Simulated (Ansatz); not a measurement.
Crystal: CdSe.

```
Cd Se
1.0
     0.00000    2.87396    2.87396
     2.87396    0.00000    2.87396
     2.87396    2.87396    0.00000
Cd Se
1 1
Direct
  0.00000 0.00000 0.00000
  0.50000 0.50000 0.50000
```

Measurements of this composition are mostly on another form, of space group No. 186.

Below is the output of Ansatz 0.2.0 for this cell. Logs are shortened: lines on timing, memory, paths and dates and some standing lists are left out, and cuts for length are marked.

```text
Warning: RAYON_NUM_THREADS=1 ignored (pool sized by the plan → 1); use --threads N
Cd: projections on atomic orbitals take those of the free atom 1s2 2s2 2p6 3s2 3p6 3d10 4s2 4p6 4d10 5s2, of charge +0.00 (hamiltonian.pseudopotentials.projection_atoms)
Se: projections on atomic orbitals take those of the free atom 1s2 2s2 2p6 3s2 3p6 3d10 4s2 4p4, of charge +0.00 (hamiltonian.pseudopotentials.projection_atoms)
LAPW: plane waves up to 7.562 Å⁻¹, error target 1.0e-3 eV per atom; small_component_spin mean_spin; Se in spheres of 1.368 Å, 24 of its electrons in bands, Dirac shells []; Cd in spheres of 1.506 Å, 20 of its electrons in bands, Dirac shells [] (how accurate: hamiltonian.pseudopotentials.lapw.basis_error, Limitations)
Engine: ansatz 0.2.0, x86_64-unknown-linux-gnu
Pseudopotentials: kind: all_electron
Pseudopotential: Cd, LAPW, valence charge 20, lapw/all_electron/scalar/gaussian/Cd, Koelling and Harmon's equation, gaussian nucleus
Pseudopotential: Se, LAPW, valence charge 24, lapw/all_electron/scalar/gaussian/Se, Koelling and Harmon's equation, gaussian nucleus
Functional definition: PBE
  parameter kappa = 0.804
  parameter beta = 0.06672455060314922
  exchange = pbe_x(kappa = kappa, mu = beta*pi^2/3)
  correlation = pbe_c(beta = beta)
Crystal: 2 atoms, lattice volume = 47.476 Å³
Basis set: ecut = 217.87149625825109 eV, 331 PW (Γ), exchange–correlation at level 2
Bands: 27, of which v1, the nominal top of the filled ones, is band 22 counted from 1 (21 counted from 0)
Symmetry: 48 space group operations
Space group: Fm-3m (ITA 225), of the structure as read, at distance tolerance 3.6e-5 Å
k-points: 29 of 512
Non-local potential: Cd, projectors of the file, none
Non-local potential: Se, projectors of the file, none
Initial density: superposition of atomic densities (chi_scale 0.1, normalization cell, long waves kept (reshape's long-wave potential 0.00 eV rms))
Initial wavefunctions: plane waves of lowest kinetic energy (no species holds an atomic orbital)
Functional: x = pbe(κ = 0.804, μ = 0.2195149727645171), c = pbe(β = 0.06672455060314922)
iter 1 solved again at ethr=2.25e-3 eV; its pass at ethr=1.00e-1 eV (dr2=9.92e-1 eV) is discarded
SCF iter   1: F=—  HF=-218362.508483 eV  |F-HF|=—  |Δ(HF+E_count)|=         —  Δρ=3.12e-2  dr2=9.92e-1  ethr=2.25e-3  ⟨swp⟩=2.1  Hψ=4993  notcnv=0
preconditioner: auto → none  [insulator: Δε(μ)=0.464 eV  Ē_g=12.543 eV  σ=0.050 eV  W_gap=0.96  n_scr=14 (ndim 8)  ℏωp=22.9 eV  f_vac=0.050  D(μ)=0.02/eV (n_scr^D=0)  ε∞_Penn≈4.3]
iter 2 solved again at ethr=1.87e-5 eV; its pass at ethr=2.25e-3 eV (dr2=8.22e-3 eV) is discarded
SCF iter   2: F=—  HF=-218362.122314 eV  |F-HF|=—  |Δ(HF+E_count)|=   3.86e-1  Δρ=5.22e-3  dr2=8.24e-3  ethr=1.87e-5  ⟨swp⟩=2.0  Hψ=4054  notcnv=0
SCF iter   3: F=—  HF=-218362.079945 eV  |F-HF|=—  |Δ(HF+E_count)|=   4.24e-2  Δρ=3.82e-3  dr2=1.02e-2  ethr=1.87e-5  ⟨swp⟩=3.0  Hψ=2556  notcnv=0
SCF iter   4: F=—  HF=-218362.079292 eV  |F-HF|=—  |Δ(HF+E_count)|=   6.53e-4  Δρ=1.29e-3  dr2=1.01e-3  ethr=1.87e-5  ⟨swp⟩=2.0  Hψ=2266  notcnv=0
SCF iter   5: F=—  HF=-218362.079474 eV  |F-HF|=—  |Δ(HF+E_count)|=   1.82e-4  Δρ=2.16e-4  dr2=1.75e-5  ethr=2.29e-6  ⟨swp⟩=2.0  Hψ=2266  notcnv=0
SCF iter   6: F=—  HF=-218362.079489 eV  |F-HF|=—  |Δ(HF+E_count)|=   1.46e-5  Δρ=5.64e-5  dr2=1.31e-6  ethr=3.99e-8  ⟨swp⟩=2.7  Hψ=2307  notcnv=0
SCF iter   7: F=-218362.079490 eV  HF=-218362.079490 eV  |F-HF|=3.53e-8  |Δ(HF+E_count)|=   1.39e-6  Δρ=6.45e-6  dr2=1.50e-8  ethr=2.98e-9  ⟨swp⟩=3.0  Hψ=2325  notcnv=0
SCF 1 converged in 7 iterations: F = -218362.079490 eV  dr2 = 1.50e-8
SCF converged after 7 iterations
Free energy (F): -218362.079490 eV
Harris-Foulkes:  -218362.079490 eV  (|F-HF|=3.53e-8)
Internal energy: -218362.076756 eV  (E = F + TS)
E sigma→0 (E₀):  -218362.078123 eV
Entropy (-TS):   -0.002734 eV (-1.367 meV/atom)
Fermi energy:    10.929067 eV
--- Per-component energies (eV) ---
  E_band       = -1982.155521
  E_kinetic    = 227168.741590
  E_xc         = -6605.672805
  E_electrostatic = -438925.145541  (all electrons and nuclei)
  E_smearing   = -0.002734  (= −TS)
  E_closure    = 0.000000  (closes the sum)
  E_atoms      = -218356.868614  (free atoms, spherical and without spin; not in F)
  Σ components = -218362.079490   (vs F -218362.079490, Δ=0.00e0)
  Basis errors (estimates in eV, not in F): energy 3.8e-4 per atom: plane waves 3.3e-4 (1.8e-4 summed), levels above the bands 2.1e-82, relativity 4.2e-8, radial functions 4.8e-5, core shells 4.6e-8; eigenvalues (radial functions only) 4.2e-6; not estimated: angular momenta, meshes, grids; target (lapw.basis_error) 1.0e-3; muffin-tin radii Se 1.368 Å, Cd 1.506 Å
--- Forces (eV/Å), atoms counted from 1 ---
  atom   1  Cd    -0.00000000    -0.00000000    -0.00000000
  atom   2  Se     0.00000000    -0.00000000     0.00000000
  max |Σ_I F_I| component: 3.94e-31 eV/Å
--- Stress (GPa, compression-positive) ---
       -0.308928       0.000000       0.000000
        0.000000      -0.308928      -0.000000
        0.000000      -0.000000      -0.308928
  P = ⅓ Tr σ = -0.3089 GPa (-3.089 kbar)
--- Band table (eV; the first three rows and the last of 29) ---
  k-point 0: bands = ["-196.2187", "-135.6852", "-135.6852", "-135.6852", "-91.0990", "-52.1678", "-52.1678", "-52.1678", "-35.8997", "-35.8997", "-35.8970", "-35.8970", "-35.8970", "-2.0432", "2.9169", "2.9169", "2.9329", "2.9329", "2.9329", "10.2208", "10.2208", "10.2208", "10.9226", "19.5014", "19.5014", "19.5014", "20.5969"]
  k-point 1: bands = ["-196.2187", "-135.6852", "-135.6852", "-135.6852", "-91.0989", "-52.1679", "-52.1678", "-52.1678", "-35.8997", "-35.8997", "-35.8970", "-35.8970", "-35.8970", "-1.9329", "2.8855", "2.8855", "2.9240", "2.9510", "2.9510", "8.8178", "10.2929", "10.2929", "12.3091", "18.1963", "18.9505", "18.9505", "20.2394"]
  k-point 2: bands = ["-196.2187", "-135.6852", "-135.6852", "-135.6852", "-91.0989", "-52.1681", "-52.1678", "-52.1678", "-35.8996", "-35.8996", "-35.8970", "-35.8969", "-35.8969", "-1.6412", "2.8078", "2.8078", "2.8916", "2.9990", "2.9990", "7.3383", "10.4803", "10.4803", "13.5620", "17.0519", "17.5378", "17.5378", "20.2848"]
  k-point 28: bands = ["-196.2187", "-135.6852", "-135.6852", "-135.6852", "-91.0989", "-52.1683", "-52.1683", "-52.1681", "-35.8997", "-35.8996", "-35.8969", "-35.8969", "-35.8967", "-1.1627", "2.8197", "2.9428", "2.9428", "3.1184", "3.4580", "7.7150", "7.7150", "7.8277", "13.7375", "16.6691", "18.2286", "18.2286", "22.7569"]
--- Löwdin populations: 2 sites ---
  site symbol       q [e]
     0     Cd     46.7961
     1     Se     35.0309
  spilling = 0.002109 (of n_electrons = 82.000000)
```

Task: Write the input and the command behind it.

Result: Single point with PBE, no spin polarisation. The files as run (others can give the same):

input.yaml
```yaml
crystal:
  lattice:
    - [0.0, 2.873958, 2.873958]
    - [2.873958, 0.0, 2.873958]
    - [2.873958, 2.873958, 0.0]
  atoms:
    - { symbol: Cd, position: [0.0, 0.0, 0.0] }
    - { symbol: Se, position: [0.5, 0.5, 0.5] }
kpoints:
  mp_grid: { grid: [8, 8, 8] }
scf:
  occupations: { method: fermi_dirac, width: 0.05 }
hamiltonian:
  xc: pbe
  pseudopotentials: { kind: all_electron, lapw: { basis_error: 0.001 } }
output:
  forces: true
  stress: true
  eigenvalues: true
  populations: true
```

Potentials or basis: all-electron LAPW, scalar-relativistic.
Run with:
```console
$ ansatz run input.yaml --threads 1 --pin off --max-ram 2560MiB --backend cpu --events-out ev --progress --plain --runs-dir out
```
